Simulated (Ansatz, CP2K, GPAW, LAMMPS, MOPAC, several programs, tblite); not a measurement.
## What each method gives for KBr (NiAs type)

KBr (NiAs type), relaxed with r2SCAN in Ansatz, was computed with several methods. The symmetry is P6_3/mmc (No. 194, hexagonal); conventional cell a = 4.559 Å, c = 8.020 Å, 36.09 Å³ an atom. Around K lie 6 Br at 3.31 Å; around Br lie 6 K at 3.31 Å. Note: simulated data, non-magnetic, for a generated structure that need not be the stable one.

```xyz
4
Lattice="4.5593 0.0000 0.0000 -2.2796 3.9485 0.0000 0.0000 0.0000 8.0201" Properties=species:S:1:pos:R:3 pbc="T T T"
K     0.0000    0.0000    0.0000
K     0.0000    0.0000    4.0100
Br    0.0000    2.6323    2.0050
Br    2.2796    1.3162    6.0150
```

Gaps and times are for a single point on this cell; volume and bulk modulus come from each method's own relaxation or energy curve at fixed shape, which is too stiff where a cell has free coordinates or axes. Times are rough, from shared hosts (Arm Neoverse V1), and each method has its own mesh and cell size. A double dagger marks a value from a curve with shape and coordinates held. GFN1-xTB (tblite): levels, charges or heat of formation failed a check of plausibility, so no values are given. A star marks a curve whose lowest point is an end point. PM6 (MOPAC), PM7 (MOPAC), GFN1-xTB (tblite), GFN2-xTB (tblite) treat a cluster of cells at its zone centre, which samples few k points: where these miss a band edge, the gap comes out too large for that reason alone. Gaps from k meshes are read at a limited set of points (mesh, symmetry points, PBE's band edges), so each method's own least gap may be somewhat smaller. Force fields have no electrons; where one was fitted to this phase, its volume and modulus reflect the fit. xTB and the PM methods were fitted mostly to molecules, and can miss a solid's gap by electronvolts. Minimal bases can be far off for gaps. GLLB-SC's gap includes the derivative discontinuity. d marks a direct gap, i an indirect one (no mark: not told apart), a dash a value that wasn't computed or didn't pass its checks.

```csv
method,kind,gap (eV),own volume (Å³/atom),bulk modulus (GPa),atoms computed,processor time
ffield.eim (LAMMPS),force field,–,–,–,4,0.13 s
"light PBE (260 eV, its own mesh)",light plane-wave,4.38 d,–,–,4,1.2 s
GFN1-xTB (tblite),tight binding,–,–,–,36,1.8 s
PM7 (MOPAC),semi-empirical,11.66,36.72‡,32‡,36,1.9 s
PM6 (MOPAC),semi-empirical,9.11,–,–,36,2 s
GFN2-xTB (tblite),tight binding,6.57,40.33*‡,–,36,2.4 s
PBE,semilocal,4.35 d,37.83,13‡,4,5.3 s
PBE/SZV (CP2K),small basis,3.40 d,39.24‡,16‡,4,9.8 s
r2SCAN,semilocal,4.99 d,36.09,16‡,4,11 s
PBE/DZVP (CP2K),small basis,4.42 d,38.17‡,13‡,4,22 s
GLLB-SC (GPAW),model potential,8.38,–,–,4,56 s
PBE/single zeta (GPAW),small basis,3.99 d,–,–,4,60 s
```

Against r2SCAN (4.99 eV) the nearest gap at the points sampled is that of PBE/DZVP (CP2K) (-0.57 eV) and the farthest that of PM7 (MOPAC) (+6.67 eV). r2SCAN is only a yardstick of convenience: semilocal gaps usually lie below measured ones, which GLLB-SC and hybrids aim to mend.

Volumes against r2SCAN's: PBE +4.8 %.

Spin-orbit coupling is left out.
